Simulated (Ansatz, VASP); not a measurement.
# NiHO2 (NiHO2 monolayer): VASP beside Ansatz, part 2 of 2

Aim: how closely do two programs agree when they are given the same cell, functional and k mesh? The cell is taken from a series of runs on this material, whose earlier steps may have relaxed, scaled, displaced or heated it; both programs get it as it stands.

VASP 6.6.1 and Ansatz 0.2.0.

So far: Starting point; Ansatz: single point, r2SCAN.

### Step 3. VASP: single point, r2SCAN

Level of this step: r2SCAN, spin-polarised from a ferromagnetic start; plane waves and PAW (Ni, O, H) (VASP).

The same cell, functional, mesh and smearing now go to VASP, with its own data sets.

Lines of VASP's logs that name or quote its potential files are left out, and so is its time.

File INCAR:

```
SYSTEM = NiHO2
PREC = Accurate
ENCUT = 580
EDIFF = 1E-06
NELM = 200
ISMEAR = -1
SIGMA = 0.05
LREAL = .FALSE.
ALGO = Normal
METAGGA = R2SCAN
LASPH = .TRUE.
NBANDS = 37
ISPIN = 2
MAGMOM = 1.08 1.08 -0.18 -0.18 0.03 0.03 0 0
LMAXMIX = 4
LORBIT = 11
LWAVE = .FALSE.
LCHARG = .FALSE.
ISIF = 2
GGA_COMPAT = .FALSE.
LMIXTAU = .TRUE.
KPAR = 2
```

File POSCAR:

```
NiHO2
1.0
    2.9785591380      0.0000002890      0.0000000000
   -2.9785596380      5.1590154720      0.0000000000
    0.0000000000      0.0000000000     17.9903920000
Ni O H
2 4 2
Direct
    0.6666670000      0.1666665000      0.4720140000
    0.6666670000      0.6666665000      0.4720140000
    0.0000003340      0.4999998340      0.4168890000
    0.0000003340      0.9999998340      0.4168890000
    0.3333336660      0.3333331660      0.5284540000
    0.3333336660      0.8333331660      0.5284540000
    0.3333336660      0.3333331660      0.5831110000
    0.3333336660      0.8333331660      0.5831110000
```

File KPOINTS:

```
Automatic mesh
0
Gamma
14 7 1
0 0 0
```

PAW data sets: Ni, O and H (PBE family, release 64).

Run with:

```bash
$ mpirun -np 2 vasp_std
```

Numbers of over 12 decimals in the logs are rounded to 6 here.

What it wrote:

```text
[banner, memory and clock lines left out]
running    2 mpi-ranks, on    1 nodes
 distrk:  each k-point on    1 cores,    2 groups
 distr:  one band on    1 cores,    1 groups

 POSCAR found type information on POSCAR NiO H
 POSCAR found :  3 types and       8 ions
|                                                                             |
|               ----> ADVICE to this user running VASP <----                  |
|                                                                             |
|     You enforced a specific xc type in the INCAR file but a different       |
|     [... a line on the potential file left out ...]
|     I HOPE YOU KNOW WHAT YOU ARE DOING!                                     |
|                                                                             |

 LDA part: xc-table for (None), standard interpolation
 POSCAR, INCAR and KPOINTS ok, starting setup
 FFT: planning ... GRIDC
 FFT: planning ... GRID_SOFT
 FFT: planning ... GRID
 WAVECAR not read
 entering main loop
       N       E                     dE             d eps       ncg     rms          rms(c)
DAV:   1     0.413939467065E+03    0.41394E+03   -0.19437E+04  4736   0.113E+03
DAV:   2    -0.387970786696E+01   -0.41782E+03   -0.37156E+03  5678   0.286E+02
DAV:   3    -0.825297241013E+02   -0.78650E+02   -0.76995E+02  5528   0.138E+02
DAV:   4    -0.849325447396E+02   -0.24028E+01   -0.23864E+01  5897   0.304E+01
DAV:   5    -0.849847193816E+02   -0.52175E-01   -0.52135E-01  5708   0.439E+00    0.315E+01
DAV:   6    -0.813665522993E+02    0.36182E+01   -0.91393E+01  7043   0.124E+02    0.500E+01
DAV:   7    -0.679994438233E+02    0.13367E+02   -0.34213E+01  6577   0.839E+01    0.126E+01
DAV:   8    -0.648007670635E+02    0.31987E+01   -0.50254E+00  6941   0.234E+01    0.922E+00
DAV:   9    -0.641444499208E+02    0.65632E+00   -0.15986E+00  6024   0.936E+00    0.469E+00
DAV:  10    -0.620331938993E+02    0.21113E+01   -0.77374E-01  6618   0.100E+01    0.274E+00
DAV:  11    -0.620059446993E+02    0.27249E-01   -0.10280E-01  5438   0.259E+00    0.146E+00
DAV:  12    -0.618342819537E+02    0.17166E+00   -0.32720E-02  6046   0.235E+00    0.687E-01
DAV:  13    -0.614612638410E+02    0.37302E+00   -0.91056E-02  5280   0.251E+00    0.438E-01
DAV:  14    -0.613333174433E+02    0.12795E+00   -0.15736E-02  5560   0.102E+00    0.217E-01
[...]
DAV:  36    -0.610406693339E+02    0.25514E-04   -0.75642E-05  4811   0.522E-02    0.333E-03
DAV:  37    -0.610407439295E+02   -0.74596E-04   -0.23598E-05  4821   0.326E-02    0.817E-03
DAV:  38    -0.610407055727E+02    0.38357E-04   -0.12601E-05  4761   0.258E-02    0.119E-02
DAV:  39    -0.610407125305E+02   -0.69579E-05   -0.37986E-06  4980   0.177E-02    0.100E-02
DAV:  40    -0.610407439381E+02   -0.31408E-04   -0.10547E-05  4786   0.271E-02    0.502E-03
DAV:  41    -0.610407485702E+02   -0.46321E-05   -0.40800E-06  4767   0.180E-02    0.565E-04
DAV:  42    -0.610407496007E+02   -0.10304E-05   -0.10753E-06  3962   0.925E-03    0.727E-04
DAV:  43    -0.610407497012E+02   -0.10058E-06   -0.66294E-07  3854   0.738E-03
   1 F= -.61040750E+02 E0= -.61030965E+02  d E =-.195703E-01  mag=     2.0000
```

Parts of OUTCAR (step 3):

```text
ion  position               nearest neighbor table
   1  0.667  0.167  0.472-   4 1.99   4 1.99   3 1.99   5 2.00   5 2.00   6 2.00   2 2.98   2 2.98
                             2 2.98   2 2.98
   2  0.667  0.667  0.472-   3 1.99   3 1.99   4 1.99   6 2.00   6 2.00   5 2.00   1 2.98   1 2.98
                             1 2.98   1 2.98
   3  0.000  0.500  0.417-   2 1.99   2 1.99   1 1.99
   4  0.000  1.000  0.417-   1 1.99   1 1.99   2 1.99
   5  0.333  0.333  0.528-   7 0.98   1 2.00   1 2.00   2 2.00
   6  0.333  0.833  0.528-   8 0.98   2 2.00   2 2.00   1 2.00
   7  0.333  0.333  0.583-   5 0.98
   8  0.333  0.833  0.583-   6 0.98

  LATTYP: Found a simple orthorhombic cell.
 ALAT       =     2.9785591380
 B/A-ratio  =     1.7320508078
 C/A-ratio  =     6.0399646831

 Subroutine GETGRP returns: Found  2 space group operations
 (whereof  2 operations were pure point group operations)

The static configuration has the point symmetry C_1h.

 Found     32 irreducible k-points:

   k-points           NKPTS =     32   k-points in BZ     NKDIM =     32   number of bands    NBANDS=     37

   dimension x,y,z NGX =    24 NGY =   48 NGZ =  144
   dimension x,y,z NGXF=    48 NGYF=   96 NGZF=  288

   ENCUT  =  580.0 eV  42.63 Ry    6.53 a.u.   5.85 11.70 35.33*2*pi/ulx,y,z

   NELECT =      46.0000    total number of electrons

 k-points in reciprocal lattice and weights: Automatic mesh
   0.00000000  0.00000000  0.00000000       0.010
   0.07142857  0.00000000  0.00000000       0.041
   0.14285714  0.00000000  0.00000000       0.041
   0.21428571 -0.00000000  0.00000000       0.041
   0.28571429  0.00000000  0.00000000       0.041
   0.35714286 -0.00000000  0.00000000       0.041
   0.42857143 -0.00000000  0.00000000       0.041
   0.50000000  0.00000000  0.00000000       0.010
   0.00000000  0.14285714  0.00000000       0.020
[...]
0.50000000  0.42857143  0.00000000       0.020
  -0.42857143  0.42857143  0.00000000       0.020

 average (electrostatic) potential at core
       1-100.1681       2-100.1681       3 -81.2829       4 -81.2829       5 -83.1724
       6 -83.1724       7 -45.8068       8 -45.8068

 E-fermi :  -2.9643

 spin component 1
 k-point     1 :       0.0000    0.0000    0.0000
  band No.  band energies     occupation
    ...
     19      -5.2364      1.00000
     20      -5.2364      1.00000
     21      -4.7004      1.00000
     22      -4.1253      1.00000
     23      -3.2829      0.99829
     24      -2.4167      0.00002
     25      -2.1490      0.00000
     26      -2.1490      0.00000
     27      -1.3593      0.00000
     28       1.4554      0.00000
    ...

 k-point     2 :       0.0714    0.0000    0.0000
  band No.  band energies     occupation
    ...
     19      -5.2196      1.00000
     20      -5.0969      1.00000
     21      -4.6613      1.00000
     22      -4.0807      1.00000
     23      -3.2801      0.99820
     24      -2.5115      0.00012
     25      -2.3179      0.00000
     26      -2.1836      0.00000
     27      -1.2269      0.00000
     28       1.5816      0.00000
    ...

 k-point     3 :       0.1429    0.0000    0.0000
  band No.  band energies     occupation
    ...
     19      -5.1787      1.00000
     20      -4.9156      1.00000
     21      -4.5909      1.00000
     22      -4.0371      1.00000
     23      -3.2630      0.99746
     24      -2.7395      0.01103
     25      -2.7339      0.00987
     26      -2.2691      0.00000
     27      -0.8625      0.00000
     28       1.9471      0.00000
    ...

 k-point     4 :       0.2143   -0.0000    0.0000
  band No.  band energies     occupation
    ...
     20      -4.8333      1.00000
     21      -4.5555      1.00000
     22      -4.1503      1.00000
     23      -3.2145      0.99333
     24      -3.1520      0.97712
     25      -2.9627      0.49179
     26      -2.3606      0.00001
     27      -0.3168      0.00000
     28       2.3912      0.00000
     29       2.5289      0.00000
    ...

 k-point     5 :       0.2857    0.0000    0.0000
  band No.  band energies     occupation
    ...
     20      -4.8842      1.00000
     21      -4.5555      1.00000
     22      -4.5223      1.00000
     23      -3.3263      0.99928
     24      -3.2145      0.99333
     25      -2.9627      0.49178
     26      -2.4168      0.00002
     27       0.3875      0.00000
     28       2.3912      0.00000
     29       3.3132      0.00000
    ...

 k-point     6 :       0.3571   -0.0000    0.0000
  band No.  band energies     occupation
    ...
     20      -5.0430      1.00000
     21      -4.7762      1.00000
     22      -4.5909      1.00000
     23      -3.3331      0.99937
     24      -3.2630      0.99746
     25      -2.7395      0.01103
     26      -2.4301      0.00002
     27       1.2445      0.00000
     28       2.5355      0.00000
     29       4.2876      0.00000
    ...

  Total       -3.3025626     -3.3025822     -4.3570791     -0.0000000     -0.0000165      0.0000000
  in kB      -19.1402645    -19.1403779    -25.2517987     -0.0000000     -0.0000957      0.0000000
  external PRESSURE =     -21.1774804 kB  Pullay stress =       0.0000000 kB

  energy-cutoff  :      580.00
  volume of cell :      276.45
      direct lattice vectors                 reciprocal lattice vectors
     2.978559138  0.000000289  0.000000000     0.335732781  0.193835455  0.000000000
    -2.978559638  5.159015472  0.000000000    -0.000000019  0.193835423  0.000000000
     0.000000000  0.000000000 17.990392000     0.000000000  0.000000000  0.055585226

 POSITION                                       TOTAL-FORCE (eV/Angst)
 -----------------------------------------------------------------------------------
      1.48928      0.85984      8.49172         0.000000     -0.000007     -1.971271
      0.00000      3.43934      8.49172         0.000000     -0.000007     -1.971271
     -1.48928      2.57951      7.50000        -0.000000      0.000003      1.608558
     -2.97856      5.15901      7.50000        -0.000000      0.000003      1.608558
      0.00000      1.71967      9.50709        -0.000000      0.000001      1.134290
     -1.48928      4.29918      9.50709        -0.000000      0.000001      1.134290
      0.00000      1.71967     10.49040        -0.000000      0.000002     -0.771577
     -1.48928      4.29918     10.49040        -0.000000      0.000002     -0.771577
 -----------------------------------------------------------------------------------
    total drift:                               -0.007069     -0.000017      0.009621

  FREE ENERGIE OF THE ION-ELECTRON SYSTEM (eV)
  ---------------------------------------------------
  free  energy   TOTEN  =       -61.0407497012 eV

  energy  without entropy=      -61.0211794256  energy(sigma->0) =      -61.03096456

 total charge
# of ion       s       p       d       tot
------------------------------------------
    1        0.400   0.537   8.132   9.069
    2        0.400   0.537   8.132   9.069
    3        1.589   3.284   0.000   4.872
    4        1.589   3.284   0.000   4.872
    5        1.567   3.568   0.000   5.135
    6        1.567   3.568   0.000   5.135
    7        0.615   0.116   0.000   0.731
    8        0.615   0.116   0.000   0.731
--------------------------------------------------
tot          8.341  15.011  16.263  39.615

 magnetization (x)
# of ion       s       p       d       tot
------------------------------------------
    1        0.009   0.002   1.066   1.077
    2        0.009   0.002   1.066   1.077
    3        0.004  -0.162   0.000  -0.158
    4        0.004  -0.162   0.000  -0.158
    5        0.019   0.044   0.000   0.063
    6        0.019   0.044   0.000   0.063
    7        0.005   0.001   0.000   0.006
    8        0.005   0.001   0.000   0.006
--------------------------------------------------
tot          0.072  -0.230   2.133   1.975

[... 6 further parts left out ...]
```

The PAW data sets were made with PBE, which is usual practice but a small mismatch for other functionals.

### Step 4. Side by side

Known differences besides the potentials themselves: VASP starts from the moments at which Ansatz ended; VASP keeps PBE cores, Ansatz makes them for the functional; the data sets hold 62 valence electrons in Ansatz (on its default PAW (the set named soft_2) files) and 46 in VASP; the cutoff is 500 eV in Ansatz and 580 eV in VASP; site moments are counted in spheres of each program's own size. Total energies have different zeros and are not compared.

The two programs side by side:

| quantity | Ansatz | VASP | difference |
| --- | --- | --- | --- |
| total moment (μB) | 2.00 | 2.00 | 0.00 |
| moment on Ni1 (μB) | 1.07 | 1.08 | 0.00 |
| moment on Ni2 (μB) | 1.07 | 1.08 | 0.00 |
| moment on O3 (μB) | -0.18 | -0.16 | -0.02 |
| moment on O4 (μB) | -0.18 | -0.16 | -0.02 |
| moment on O5 (μB) | 0.03 | 0.06 | -0.03 |
| moment on O6 (μB) | 0.03 | 0.06 | -0.03 |

With vacuum in the cell, a pressure given here is an average over mostly empty space and none of the material.

### Step 5. Results

```
difference in total moment (single point, r2SCAN) : 0 μB
```

What this shows: The difference in total moment is 0 μB (single point, r2SCAN). The data sets hold unlike numbers of valence electrons (62 in Ansatz and 46 in VASP), so part of the differences comes from the potentials. Such differences can come from data sets, numerical settings and the points named under the comparisons, not from the functional's error against experiment.

[Lines on the potential files, build, host, timing and source positions are cut from VASP's logs without a mark.]

[Logs are printed without paths, hosts, clocks, repeated set-up lines and the standing remarks that a program may print on its own settings, such as how far it seeks lower states.]

[Hosts, paths, dates, database ids (printed as entryN), source tags and the programs' standing remarks are cut or masked in the printed files.]
